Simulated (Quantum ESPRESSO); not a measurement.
Sn:

```
CELL_PARAMETERS angstrom
0.00000 3.23334 3.23334
3.23334 0.00000 3.23334
3.23334 3.23334 0.00000
ATOMIC_POSITIONS crystal
Sn 0.75000 0.75000 0.75000
Sn 0.50000 0.50000 0.50000
```

This isn't the form of Sn at room conditions, which is tetragonal (white tin).

Base run:

| Item | Value |
| --- | --- |
| Program | Quantum ESPRESSO 7.5 |
| Functional | RPBE |
| Potentials or basis | SG15 PBE 1.2 |
| Cutoff | 952 eV |
| Density cutoff | 3810 eV |
| k mesh | 7 × 7 × 7 |
| Occupations | fermi-dirac, width 0.05 eV |
| Spin | no spin polarisation |

Its results: band gap on the k mesh none (metal or under the smearing width); pressure 5.6 GPa.

After a change of settings the same cell gave: band gap on the k mesh none (metal or under the smearing width); pressure 1.6 GPa. Which change was it?
A. functional from RPBE to AM05
B. functional from RPBE to PW91
C. functional from RPBE to vdW-DF2; potentials or basis from SG15 PBE 1.2 to PseudoDojo 0.4.1 SR PBE standard; cutoff from 952 eV to 980 eV; density cutoff from 3810 eV to 3918 eV
D. functional from RPBE to LDA

A.

AM05 binds more tightly than RPBE, so the same cell stands under less pressure.

Caveats: the potentials were made for another functional, which shifts forces and pressure; spin-orbit coupling is left out, which moves the levels of the heavy elements.

Runs at the PBE level aren't shown here.
